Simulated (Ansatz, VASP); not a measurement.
One calculation of Bi, two programs

```
CELL_PARAMETERS angstrom
-4.25748 4.25748 1.46633
4.25748 -4.25748 1.46633
4.25748 4.25748 -1.46633
ATOMIC_POSITIONS crystal
Bi 0.00000 0.00000 0.00000
```

Change from the starting cell: strain +0.000 along x and y, +0.025 along z, atoms carried along.

Alike in both runs: task single point; functional LDA; k mesh 10 × 10 × 10; occupations gaussian, width 0.05 eV; no spin polarisation.

```csv
,VASP,Ansatz
version,VASP 6.6.1,Ansatz 0.2.0
potentials or method,"VASP PAW LDA potentials, release 64 (Bi_d)","scalar-relativistic, plane waves, PAW"
plane-wave cutoff (eV),520,420
valence electrons in the cell,15,15
```

|  | VASP | Ansatz | Ansatz less VASP |
| --- | --- | --- | --- |
| gap on the k mesh at the Fermi level (eV) | none | none | - |
| pressure (GPa) | -0.8 | -0.8 | +0.02 |
| largest component of the traceless stress (GPa) | 1.00 | 1.02 | +0.023 |

A gap of «none» marks a metal or a gap that the smearing closes.

Caveats: spin-orbit coupling is left out, which moves the levels of the heavy elements.
